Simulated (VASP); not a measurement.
# Te (R-3m) in VASP: notebook

One crystal, Te, is run at these levels: PBEsol, optPBE-vdW; tasks: single point, relaxation of the atoms.

All numbers are computed with VASP 6.6.1; they aren't measurements. Logs are shortened: lines on timing, memory, paths and dates and some standing lists are left out, and cuts for length are marked.

## Step 1: Starting point

Symmetry: R-3m, No. 166, trigonal system. The conventional cell has a = 4.612 Å, b = 4.612 Å, c = 5.073 Å, α = 90.00°, β = 90.00°, γ = 120.00°. Around Te (site symmetry -3m) lie 6 Te at 3.15 Å.

This isn't the form of Te at room conditions, which is trigonal, of chains.

## Step 2: Single point, PBEsol

Contents of INCAR:

```
PREC = Accurate ; ENCUT = 520
EDIFF = 1E-7 ; ISMEAR = 0
SIGMA = 0.1 ; LREAL = F
LASPH = T ; NELM = 100
ALGO = Normal ; ISIF = 2
LWAVE = F ; LCHARG = T
GGA = PS ; LELF = T
LVHAR = T
```

Contents of KPOINTS:

```
regular mesh
0
Gamma
  9 9 9
```

Contents of POSCAR:

```
Te
1.0
    2.3059043427      1.3313144930      1.6909537039
   -2.3059043427      1.3313144930      1.6909537039
    0.0000000000     -2.6626289860      1.6909537039
Te
1
Direct
    0.5000000000      0.5000000000      0.5000000000
```

Potentials or basis: VASP PAW PBE potentials, release 64 (Te).

The run is started by

```bash
cat potpaw_PBE.64/Te/POTCAR > POTCAR
mpirun -np 1 vasp_std > vasp.out
```

OUTCAR:

```text
PREC = Accurate
   ENCUT = 520
   EDIFF = 1E-7
   ISMEAR = 0
   LREAL = F
   LASPH = T
   NELM = 100
   ISIF = 2
   GGA = PS

 ion  position               nearest neighbor table
   1  0.500  0.500  0.500-

  LATTYP: Found a trigonal (rhomboedric) cell.
 ALAT       =     3.1541904739
 COS(alpha) =    -0.0688991668

  Lattice vectors:

 A1 = (   2.3059043427,   1.3313144930,   1.6909537039)
 A2 = (  -2.3059043427,   1.3313144930,   1.6909537039)
 A3 = (   0.0000000000,  -2.6626289860,   1.6909537039)

Analysis of symmetry for initial positions (statically):
=====================================================================
 Subroutine PRICEL returns:
 Original cell was already a primitive cell.

 Routine SETGRP: Setting up the symmetry group for a
 trigonal (rhombohedral) supercell.

 Subroutine GETGRP returns: Found 12 space group operations
 (whereof 12 operations were pure point group operations)
 out of a pool of 12 trial point group operations.

The static configuration has the point symmetry D_3d.

Analysis of symmetry for dynamics (positions and initial velocities):
=====================================================================
 Subroutine PRICEL returns:
 Original cell was already a primitive cell.

 Routine SETGRP: Setting up the symmetry group for a
 trigonal (rhombohedral) supercell.

 Subroutine GETGRP returns: Found 12 space group operations
 (whereof 12 operations were pure point group operations)
 out of a pool of 12 trial point group operations.

The dynamic configuration has the point symmetry D_3d.

 Subroutine INISYM returns: Found 12 space group operations
 (whereof 12 operations are pure point group operations),
 and found     1 'primitive' translations

----------------------------------------------------------------------------------------

                                     Primitive cell

  volume of cell :      31.1462

  direct lattice vectors                    reciprocal lattice vectors
     2.305904343  1.331314493  1.690953704     0.216834667  0.125189553  0.197127415
    -2.305904343  1.331314493  1.690953704    -0.216834667  0.125189553  0.197127415
     0.000000000 -2.662628986  1.690953704     0.000000000 -0.250379107  0.197127415

  length of vectors
     3.154190474  3.154190474  3.154190474     0.318667405  0.318667405  0.318667405

  position of ions in fractional coordinates (direct lattice)
     0.500000000  0.500000000  0.500000000

  ion indices of the primitive-cell ions
[... 75 lines left out ...]
   LREAL  =      F    real-space projection
   EDIFFG = 0.1E-05   stopping-criterion for IOM
   NSW    =      0    number of steps for IOM
   IBRION =     -1    ionic relax: 0-MD 1-quasi-New 2-CG
   NFREE  =      0    steps in history (QN), initial steepest desc. (CG)
   ISIF   =      2    stress and relaxation
   ISYM   =      2    0-nonsym 1-usesym 2-fastsym
   POTIM  = 0.5000    time-step for ionic-motion
   TEBEG  =    0.0;   TEEND  =   0.0 temperature during run
   PSTRESS=    0.0 pullay stress
   NELECT =       6.0000    total number of electrons
   NUPDOWN=      -1.0000    fix difference up-down
   EMIN   =  10.00;   EMAX   =-10.00  energy-range for DOS
   EFERMI =   0.00;   METHOD = LEGACY
   ISMEAR =     0;   SIGMA  =   0.10  broadening in eV -4-tet -1-fermi 0-gaus
   EFERMI_NEDOS =   21; number of points for ismear=-14 and -15
   IALGO  =     38    algorithm
   IMIX   =      4    mixing-type and parameters
     AMIX     =   0.40;   BMIX     =  1.00
     AMIX_MAG =   1.60;   BMIX_MAG =  1.00
  volume/ion in A,a.u.               =      31.15       210.18
  Fermi-wavevector in a.u.,A,eV,Ry     =   0.945490  1.786717 12.162947  0.893951
  Thomas-Fermi vector in A             =   2.073397
   LORBIT       =      0    0 simple, 1 ext, 2 COOP (PROOUT), +10 PAW based schemes
   GGA     = PS    functional components
   LHFCALC =     F    Hartree Fock is set to
   AEXX    =    0.0000 exact exchange contribution
   IVDW    =     0    specifies the selected vdW correction
   LEPSILON=     F    determine dielectric tensor
   LRPA    =     F    only Hartree local field effects (RPA)
 non-spin polarized calculation
 Gauss-broadening in eV      SIGMA  =   0.10
  energy-cutoff  :      520.00
  volume of cell :       31.15
 maximum number of plane-waves:       858
   NGX = 11   NGY = 11   NGZ = 11

 number of electron       5.9999999 magnetization

 Free energy of the ion-electron system (eV)
  ---------------------------------------------------
  ext. energy  EPLUGINS =         0.00000000
  ---------------------------------------------------
  free energy    TOTEN  =        -3.50413742 eV

  energy without entropy =       -3.50073064  energy(sigma->0) =       -3.50243403

 E-fermi :   6.9481     XC(G=0):  -9.6472

 val. band max:        6.9295786859   @ k =   0.2222   0.1111   0.1111
 cond. band min:       6.9484971318   @ k =  -0.3333   0.4444   0.2222
 fundamental gap:      0.0189184458
 Fermi energy:         6.9481217332

 k-point     1 :       0.0000    0.0000    0.0000
  band No.  band energies     occupation
      1      -7.0397      2.00000
      2       7.9203      0.00000
      3       8.3845      0.00000
      4       8.3845      0.00000
      5      13.0111      0.00000
      6      13.0111      0.00000
      7      13.5002      0.00000
[... 221 lines left out ...]
 k-point    24 :       0.4444    0.4444    0.0000
  band No.  band energies     occupation
      1      -3.4318      2.00000
      2       2.0518      2.00000
      3       2.7181      2.00000
      4       9.2511      0.00000
      5      10.8124      0.00000
      6      17.2125      0.00000
      7      19.0632      0.00000

 [... further k-points ...]

------------------------ aborting loop because EDIFF is reached ----------------------------------------

  FORCE on cell =-STRESS in cart. coord.  units (eV):
  Direction    XX          YY          ZZ          XY          YZ          ZX
  --------------------------------------------------------------------------------------
  -------------------------------------------------------------------------------------
  Total       -0.0157884     -0.0157884      0.0093156      0.0000000      0.0000000      0.0000000
  in kB       -0.8121643     -0.8121643      0.4792011      0.0000000      0.0000000      0.0000000
  external PRESSURE =      -0.3817092 kB  Pullay stress =       0.0000000 kB

 VOLUME and BASIS-vectors are now :
 -----------------------------------------------------------------------------
  energy-cutoff  :      520.00
  volume of cell :       31.15
      direct lattice vectors                 reciprocal lattice vectors
     2.305904343  1.331314493  1.690953704     0.216834667  0.125189553  0.197127415
    -2.305904343  1.331314493  1.690953704    -0.216834667  0.125189553  0.197127415
     0.000000000 -2.662628986  1.690953704     0.000000000 -0.250379107  0.197127415

 POSITION                                       TOTAL-FORCE (eV/Angst)
 -----------------------------------------------------------------------------------
      0.00000      0.00000      2.53643         0.000000      0.000000      0.000000
 -----------------------------------------------------------------------------------
    total drift:                                0.000000      0.000000     -0.000000

  FREE ENERGIE OF THE ION-ELECTRON SYSTEM (eV)
  ---------------------------------------------------
  free  energy   TOTEN  =        -3.5041374207 eV

  energy  without entropy=       -3.5007306423  energy(sigma->0) =       -3.50243403
```

OSZICAR:

```text
N       E                     dE             d eps       ncg     rms          rms(c)
DAV:   1     0.188153346164E+02    0.18815E+02   -0.26103E+03  1190   0.693E+02
DAV:   2    -0.298089528789E+01   -0.21796E+02   -0.20761E+02  1652   0.805E+01
DAV:   3    -0.349978503619E+01   -0.51889E+00   -0.51106E+00  1386   0.179E+01
DAV:   4    -0.350372055948E+01   -0.39355E-02   -0.39355E-02  1799   0.181E+00
DAV:   5    -0.350375771456E+01   -0.37155E-04   -0.37155E-04  1554   0.116E-01    0.830E+00
DAV:   6    -0.350395628998E+01   -0.19858E-03   -0.54002E-04  1673   0.186E-01    0.506E+00
DAV:   7    -0.350413279956E+01   -0.17651E-03   -0.11908E-03  1379   0.277E-01    0.799E-02
DAV:   8    -0.350413608582E+01   -0.32863E-05   -0.32339E-05  1589   0.446E-02    0.380E-02
DAV:   9    -0.350413759727E+01   -0.15115E-05   -0.56055E-06  1435   0.165E-02    0.166E-02
DAV:  10    -0.350413744886E+01    0.14842E-06   -0.16925E-07  1540   0.309E-03    0.212E-03
DAV:  11    -0.350413742065E+01    0.28208E-07   -0.12125E-07  1358   0.250E-03
   1 F= -.35041374E+01 E0= -.35024340E+01  d E =-.340678E-02
```

Run time: 12 s. Hardware: 1 thread of Intel Xeon Platinum 8488C (Sapphire Rapids), shared host; peak memory 0.14 GiB.

What came out:

```yaml
Free_energy: -3.5041 eV
Pressure: 0.0 GPa
Band_gap_on_the_k_mesh: none (metal or under the smearing width)
```

Caveat: the PAW data sets were made with another functional, which shifts forces and pressure a little. Spin-orbit coupling is left out, which matters for the levels of Te.

## Step 3: Single point, PBEsol

Contents of run.py:

```python
from ase import Atoms
from ase.calculators.vasp import Vasp
from ase.dft.bandgap import bandgap

atoms = Atoms(
    ['Te'],
    cell=[[2.3059043427, 1.331314493, 1.6909537039], [-2.3059043427, 1.331314493, 1.6909537039], [0.0, -2.662628986, 1.6909537039]],
    scaled_positions=[[0.5, 0.5, 0.5]],
    pbc=True,
)
calc = Vasp(
    directory='calc',
    xc='pbesol',
    pp='PBE',
    setups='materialsproject',
    prec='Accurate',
    encut=520,
    ediff=1e-06,
    ismear=0,
    sigma=0.1,
    lreal=False,
    lasph=True,
    nelm=80,
    algo='Fast',
    isif=2,
    lwave=False,
    lcharg=False,
    kpts=[9, 9, 9],
    gamma=True,
    nbands=9,
)
atoms.calc = calc

print('energy (eV):', atoms.get_potential_energy())
print('free energy (eV):', atoms.get_potential_energy(force_consistent=True))
print('forces (eV/A):')
print(atoms.get_forces())
print('stress (eV/A^3, Voigt):', atoms.get_stress())
print('Fermi level (eV):', calc.get_fermi_level())
gap, top, bottom = bandgap(calc)
print('band gap (eV):', gap, 'from (spin, k, band)', top, 'to', bottom)
```

Potentials or basis: VASP PAW PBE potentials, release 64 (Te).

The run is started by

```bash
python run.py
```

Wall time 14 s (1 thread of Intel Xeon Platinum 8488C (Sapphire Rapids), shared host); peak memory 0.14 GiB.

The run converged. Its results:

- Free energy: -3.5041 eV
- Pressure: 0.0 GPa
- Band gap on the k mesh: none (metal or under the smearing width)

Stress tensor (GPa, compression positive):
```
-0.08  0.00  0.00
 0.00 -0.08  0.00
 0.00  0.00  0.04
```

Levels at points of the mesh, in eV from the Fermi level:
| k point | band 1 | band 2 | band 3 | band 4 | band 5 | band 6 |
| --- | --- | --- | --- | --- | --- | --- |
| (0.00, 0.00, 0.00) | -13.99 | 0.97 | 1.44 | 1.44 | 6.06 | 6.06 |

Caveat: the PAW data sets were made with another functional, which shifts forces and pressure a little.

## Step 4: Relaxation of the atoms, optPBE-vdW, spin-orbit coupling, no magnetisation (cell strained at random at fixed volume)

Contents of INCAR:

```
SYSTEM = Te
PREC     = Accurate       ! precision mode
ENCUT    = 500            ! plane-wave cutoff, eV
EDIFF    = 1E-6           ! SCF threshold, eV
ISMEAR   = -1             ! smearing method
SIGMA    = 0.02           ! smearing width, eV
LREAL    = .FALSE.        ! projectors in reciprocal space
LASPH    = .TRUE.         ! aspherical terms in the spheres
NELM     = 60             ! most SCF steps
ALGO     = Normal         ! electronic algorithm
ISIF     = 2              ! what is computed and relaxed
LWAVE    = .FALSE.        ! write WAVECAR
LCHARG   = .FALSE.        ! write CHGCAR
MAGMOM   = 0 0 0          ! initial moments
LORBIT   = 11             ! projections on sites
LSORBIT  = .TRUE.         ! spin-orbit coupling
GGA_COMPAT= .FALSE.      
GGA      = OR             ! functional
LUSE_VDW = .TRUE.       
AGGAC    = 0.0          
IBRION   = 2              ! ionic algorithm
NSW      = 60             ! ionic steps
EDIFFG   = -0.01          ! ionic threshold
```

Contents of KPOINTS:

```
regular mesh
0
G
  7 7 7
  0 0 0
```

Contents of POSCAR:

```
Te
3.1682
    0.731045704185      0.419980430528      0.537773499148
   -0.718173095133      0.398838772805      0.536864465627
   -0.011872672180     -0.837452181049      0.551988826463
Te
1
Direct
    0.5046790000      0.5011690000      0.5037670000
```

Potentials or basis: VASP PAW PBE potentials, release 54 (Te).

The run is started by

```bash
cat potpaw_PBE.54/Te/POTCAR > POTCAR
mpirun -np 1 vasp_ncl > vasp.out
```

It took 98 s on 1 thread of Intel Xeon Platinum 8488C (Sapphire Rapids), shared host; peak memory 0.41 GiB.

It converged, with:

```yaml
Free_energy: -1.1193 eV
Pressure_after_relaxing: 4.2 GPa
Valence_electrons_inside_the_program's_atomic_spheres: Te 3.30
```

Stress tensor (GPa, compression positive):
```
 3.96 -0.32  0.20
-0.32  4.19 -0.27
 0.20 -0.27  4.51
```

Final structure:
```
Te
1.0
     2.31610    1.33058    1.70377
    -2.27532    1.26360    1.70089
    -0.03762   -2.65322    1.74881
Te
1
Direct
  0.50468 0.50117 0.50377
```

Caveat: the relaxation stopped at its first step, so nothing moved; the PAW data sets were made with another functional, which shifts forces and pressure a little.
